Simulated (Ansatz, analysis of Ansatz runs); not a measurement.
# A hop of H in LaOF (R-3m), charge 0, part 2 of 4

Wanted: path and barrier of a jump of H in LaOF (R-3m) at charge 0. The case: H_i hop between interstitial places, in a cell of 36 host atoms with 1 H put in.

Ansatz 0.2.0; plane-wave PAW DFT, PBEsol; nudged elastic band between two relaxed defect structures.

So far: Starting point; Relaxation of the start point, charge 0.

**3. Relaxation of the end point, charge 0**

Level of this step: plane-wave PAW DFT, PBEsol; relaxation of all atoms of a defect supercell (Ansatz).

The end point is relaxed in the same cell and settings, so that the two energies compare. Atoms more than 3.2 Å from the middle of the hop start where the first relaxation left them, the nearer ones on or close to their ideal places, with small random displacements.

The input, q0_M1.end/input.yaml:

```yaml
crystal:
  lattice:
    - [-4.01323028, 6.95111875, 0.0]
    - [-12.03969085, 0.0, 0.0]
    - [-2.00661514, 1.15851979, 6.68937332]
  atoms:
    - { symbol: La, position: [0.13010861, 0.08433315, 0.225338] }
    - { symbol: La, position: [0.37111458, 0.24800479, 0.77473996] }
[... 2 atom lines left out ...]
    - { symbol: F, position: [0.06449263, 0.04299509, 0.6130442] }
[... 2 atom lines left out ...]
    - { symbol: La, position: [0.37087889, 0.58058593, 0.77472663] }
    - { symbol: O, position: [0.1884472, 0.4589648, 0.86931681] }
    - { symbol: O, position: [0.31335918, 0.54109708, 0.13159103] }
[... 1 atom line left out ...]
    - { symbol: F, position: [0.43550737, 0.62367158, 0.3869558] }
[... 2 atom lines left out ...]
    - { symbol: O, position: [0.1884472, 0.79229813, 0.86931681] }
[... 1 atom line left out ...]
    - { symbol: F, position: [0.06449263, 0.70966176, 0.6130442] }
[... 14 atom lines left out ...]
    - { symbol: La, position: [0.87087889, 0.91391926, 0.77472663] }
    - { symbol: O, position: [0.6884472, 0.79229813, 0.86931681] }
[... 1 atom line left out ...]
    - { symbol: F, position: [0.56449263, 0.70966176, 0.6130442] }
    - { symbol: F, position: [0.93550737, 0.95700491, 0.3869558] }
    - { symbol: H, position: [1.25, 0.8333, -0.5] }
basis:
  ecutwfc: 420
  xc_grid: 2
hamiltonian:
  xc: pbesol
kpoints:
  mp_grid: { grid: [1, 1, 1] }
magnetization:
  spin_polarized: true
  initial_magnetization: 1
  spin_locking: { lock_magnetization: hard }
scf:
  occupations: { method: fixed }
  max_iter: 120
output:
  forces: true
relax:
  f_tol: 0.015
  max_steps: 70
  random_displacement: { amplitude: 0.01, seed: 3764 }
```

Launch:

```sh
ansatz run input.yaml --threads 4 --pin off --max-ram 7536MiB --backend cpu --events-out ev --progress --plain --runs-dir out
```

Log:

```text
[...]
Crystal: 37 atoms, lattice volume = 559.829 Å³
Basis set: ecut = 420 eV, 10937 PW (Γ), exchange–correlation on 108×162×96 points (8 copies of the dense FFT grid, shifted against one another)
Bands: 182, of which v1, the nominal top of the filled ones, is band 145 counted from 1 (144 counted from 0)
Symmetry: 1 space group operations
k-points: 1
[...]
Starting moments: Σ|m| = 1 μB on 37 of 37 sites
[...]
SCF iter   1: F=—  HF=-90458.454622 eV  |F-HF|=—  |Δ(HF+E_count)|=         —  Δρ=2.06e-1 (↑2.05e-1 ↓2.06e-1)  dr2=1.47e3  dr2_m=3.00e-2  M=1.000 μB ∫|m|=1.072 μB  β_m=0.30  ethr=3.10e-3  ⟨swp⟩=5.0  Hψ=1374  notcnv=0  defer=48
[...]
SCF iter  13: F=-90358.821628 eV  HF=-90358.821625 eV  |F-HF|=3.03e-6  |Δ(HF+E_count)|=   2.33e-5  Δρ=9.20e-6 (↑8.46e-6 ↓9.20e-6)  dr2=2.13e-6  dr2_m=5.24e-8  M=1.000 μB ∫|m|=1.047 μB  ethr=1.95e-9  ⟨swp⟩=4.0  Hψ=1094  notcnv=0
[...]
- { symbol: La, position: [0.869861, 0.249074, 0.775336] }
    - { symbol: O, position: [0.689236, 0.124399, 0.870075] }
    - { symbol: O, position: [0.810730, 0.209002, 0.130201] }
    - { symbol: F, position: [0.563144, 0.043245, 0.613931] }
    - { symbol: F, position: [0.935635, 0.290954, 0.387276] }
    - { symbol: La, position: [0.629830, 0.417859, 0.225122] }
    - { symbol: La, position: [0.870149, 0.581820, 0.775774] }
    - { symbol: O, position: [0.688994, 0.457828, 0.870112] }
    - { symbol: O, position: [0.810435, 0.542363, 0.130477] }
    - { symbol: F, position: [0.563948, 0.375952, 0.613248] }
    - { symbol: F, position: [0.936858, 0.623458, 0.386595] }
    - { symbol: La, position: [0.630388, 0.751162, 0.225722] }
    - { symbol: La, position: [0.869487, 0.915704, 0.774625] }
    - { symbol: O, position: [0.688885, 0.791523, 0.870565] }
    - { symbol: O, position: [0.811060, 0.875154, 0.129980] }
    - { symbol: F, position: [0.568482, 0.708026, 0.613840] }
    - { symbol: F, position: [0.931096, 0.959153, 0.386456] }
    - { symbol: H, position: [1.250050, 0.833426, -0.500322] }
[key lines of the parts left out:]
SCF converged after 7 iterations
Magnetization: 1.0000 μB (145.0000 up, 144.0000 down)
Free energy (F): -90358.869414 eV
Fermi energy:    8.333085 (↑ 8.333085, ↓ 8.319226) eV
```

Wall time 12 s (4 threads of Intel Xeon 6975P-C (Granite Rapids), shared host); peak memory 1 GiB; 45 s of CPU time.

The steps of the relaxation:

| step | energy less that of the first step (eV) | largest force component (eV/Å) |
| --- | --- | --- |
| 1 | 0.0000 | 0.2999 |
| 2 | 0.1498 | 0.7823 |
| 3 | -0.0428 | 0.0720 |
| 4 | -0.0457 | 0.0446 |
| 5 | -0.0478 | 0.0105 |

Relaxation step 2 was tried and not accepted.

The atoms that moved most (Å, from the sites as typed, ahead of the random displacement):

| atom | dx | dy | dz | length |
| --- | --- | --- | --- | --- |
| F30 | -0.002 | 0.008 | -0.038 | 0.038 |
| F5 | -0.028 | -0.025 | 0.006 | 0.038 |
| F12 | 0.026 | 0.025 | -0.003 | 0.036 |
| F17 | 0.027 | -0.022 | 0.000 | 0.035 |
| F18 | -0.029 | 0.019 | -0.002 | 0.034 |
| F36 | -0.008 | -0.031 | -0.003 | 0.032 |
| O34 | 0.021 | 0.019 | -0.013 | 0.031 |
| F35 | 0.001 | 0.029 | 0.005 | 0.030 |

Neighbours of H37 at the end:

| atom | distance (Å) |
| --- | --- |
| F35 | 2.467 |
| F36 | 2.467 |
| O16 | 2.471 |
| F12 | 2.472 |
| F17 | 2.472 |
| F18 | 2.473 |
| F5 | 2.474 |
| O15 | 2.479 |

This step gave:

- free energy: -90358.8694 eV
- total moment: 1 μB
- integral of the absolute spin density: 1.052 μB
- spin contamination: 0.002465
- r.m.s. move of the farther half of the atoms: 0.01372 Å
- largest move from the ideal geometry of this structure, a common shift of the far atoms taken out: 0.03819 Å

The relaxation gained 0.048 eV and ended with a largest force component of 0.011 eV/Å. The end lies 0.278 eV above the start.

[end of part 2 of 4]

[Long decimals in the printed logs are rounded to 6 places.]

[Repeated set-up lines and some long k-point lines are left out of the logs, and relaxed atomic positions are cut to six decimals.]

[Logs are printed without paths, hosts, clocks, repeated set-up lines and the standing remarks that a program may print on its own settings, such as how far it seeks lower states.]

[Hosts, paths, dates, database ids (printed as entryN), source tags and the programs' standing remarks are cut or masked in the printed files.]
